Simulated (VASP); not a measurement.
Ce:

```
CELL_PARAMETERS angstrom
0.00000 2.58060 2.58060
2.58060 0.00000 2.58060
2.58060 2.58060 0.00000
ATOMIC_POSITIONS crystal
Ce 0.00000 0.00000 0.00000
```

```yaml
Program: VASP 6.6.1
Task: relaxation of cell and atoms
Functional: PBEsol
Potentials_or_basis: VASP PAW PBE potentials, release 64 (Ce)
Cutoff: 600 eV
k_mesh: 8 × 8 × 8
Occupations: methfessel-paxton, width 0.1 eV
Spin: collinear spin, typed start
Starting_moments: "[1.0] μB"
```

At the start: pressure -7.6 GPa; volume 34.37 Å³/atom.

Problem. Where does the relaxation end?

Solution. Over 4 steps the energy falls by 365.8 meV/atom and the volume is 23.87 Å³/atom (-30.6 %); space group Fm-3m (No. 225, to 0.05 Å); moment 0.00 μB per cell.

The path:
```tsv
step	energy change (eV)	largest force (eV/Å)	pressure (GPa)	volume (Å³)
1	0.0000	0.0000	-7.61	34.37
2	-0.3187	0.0000	-4.75	26.87
3	-0.3654	0.0000	-0.58	24.19
4	-0.3658	0.0000	0.03	23.87
```

Final structure:
```
Ce
1.0
     0.00000    2.28518    2.28518
     2.28518    0.00000    2.28518
     2.28518    2.28518    0.00000
Ce
1
Direct
  0.00000 0.00000 0.00000
```

Caveat: the magnetic or orbital state may not be the lowest; the electronic state changed during the relaxation; the volume moved by over 15 % at a fixed basis, so the end points are rough; the PAW data sets were made with another functional, which shifts forces and pressure a little; the volume moved by -31 % from the deposited cell, more than functionals usually miss.
